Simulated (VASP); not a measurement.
Input of a VASP 6.6.1 run:

The input INCAR:

```
ALGO = Normal
DIPOL = 0.5 0.5 0.500
EDIFF = 1E-7
ENCUT = 520
GGA = PE
IDIPOL = 3
ISIF = 2
ISMEAR = 0
LASPH = True
LCHARG = True
LDIPOL = True
LELF = True
LREAL = False
LVACPOTAV = True
LVHAR = True
LWAVE = False
NELM = 80
PREC = Accurate
SIGMA = 0.05
```

Contents of KPOINTS:

```
k-points
0
Gamma
  9 9 1
```

File POSCAR:

```
Hg
1.0
    3.6057960290      0.0000000000      0.0000000000
    1.7995193020      3.1246592269      0.0000000000
    0.0000000000      0.0000000000     23.4440744872
Hg
4
Direct
    0.3343437984      0.3343437984      0.3199102615
    0.6692523297      0.6692523297      0.4410345604
    0.3337790654      0.3337790654      0.5589654396
    0.6686875968      0.6686875968      0.6800897385
```

Potentials or basis: VASP PAW PBE potentials, release 64 (Hg).

Command:

```console
$ cat potpaw_PBE.64/Hg/POTCAR > POTCAR
$ mpirun -np 1 vasp_std > vasp.out
```

Problem. Predict the ionisation potential of the upper face.

Solution. 5.30 eV.

Problem. Predict the largest force.

Solution. 0.008 eV/Å.

Forces on the atoms (eV/Å):
```
Hg   0.000  0.000 -0.004
Hg  -0.001 -0.001  0.008
Hg   0.001  0.001 -0.008
Hg   0.000  0.000  0.004
```
